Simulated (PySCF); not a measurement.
**What the settings do**

Molecule: `InChI=1S/C2H6O2/c3-1-2-4/h3-4H,1-2H2`; geometry GFN2-xTB.

Molfile (atoms numbered from 1):
```
C2H6O2
     RDKit          3D

 10  9  0  0  0  0  0  0  0  0999 V2000
    1.3129   -0.6853    0.1543 O   0  0  0  0  0  0  0  0  0  0  0  0
    0.5513    0.4855   -0.0725 C   0  0  0  0  0  0  0  0  0  0  0  0
   -0.8899    0.0493   -0.3421 C   0  0  0  0  0  0  0  0  0  0  0  0
   -1.4519   -0.5993    0.7664 O   0  0  0  0  0  0  0  0  0  0  0  0
    2.2249   -0.4402    0.3360 H   0  0  0  0  0  0  0  0  0  0  0  0
    0.5768    1.1363    0.8119 H   0  0  0  0  0  0  0  0  0  0  0  0
    0.9335    1.0406   -0.9392 H   0  0  0  0  0  0  0  0  0  0  0  0
   -1.5119    0.9240   -0.5424 H   0  0  0  0  0  0  0  0  0  0  0  0
   -0.9000   -0.6099   -1.2218 H   0  0  0  0  0  0  0  0  0  0  0  0
   -0.8368   -1.2965    1.0268 H   0  0  0  0  0  0  0  0  0  0  0  0
  1  2  1  0
  2  3  1  0
  3  4  1  0
  1  5  1  0
  2  6  1  0
  2  7  1  0
  3  8  1  0
  3  9  1  0
  4 10  1  0
M  END
```

All runs: PySCF 2.14, non-relativistic, gas phase unless a solvent (IEF-PCM) is named; grid level 2, GIAOs and SCF threshold 1e-9 unless changed. The yardstick, PBE0/pcSseg-1, gives these isotropic shieldings σ (ppm, equivalent atoms averaged): O1/O4 312.8, C2/C3 118.2, H6/H7/H8/H9 27.72, H5/H10 30.52.

**Question.** What do these inputs give? (1) CAM-B3LYP/pcSseg-1; max_cycle 8; scale 1.89; altered: scale 1.89; (2) PBE0/IGLO-II; grid level 1; conv 1e-06

**Answer.** 
| run | outcome | functions | wall time | O1/O4 | C2/C3 | H6/H7/H8/H9 | H5/H10 |
| --- | --- | --- | --- | --- | --- | --- | --- |
| 1 | not converged | 98 | 2.1 s | – | – | – | – |
| 2 | converged | 124 | 4.2 s | 311.8 | 120.3 | 28.19 | 31.06 |

Times are on 1 thread of an Arm Neoverse V1, shared host.

**Question.** Comment on the technical settings and failures.

**Answer.** 
- Run 1: All coordinates were scaled by 1.89, as happens with a wrong length unit (bohr read as Å or the reverse). The SCF stopped after 8 cycles without meeting its threshold and the cycle limit at 8, so no response property followed.
- Run 2: The orbital basis differs from the yardstick's, which in itself moves the values. A loose SCF threshold (1e-06) leaves errors in the orbitals that response properties inherit. Grid level 1 is coarse; it adds numerical noise and can break the equality of equivalent atoms.

Run 1 was set up unsoundly or failed; its numbers aren't to be quoted as properties of the molecule.
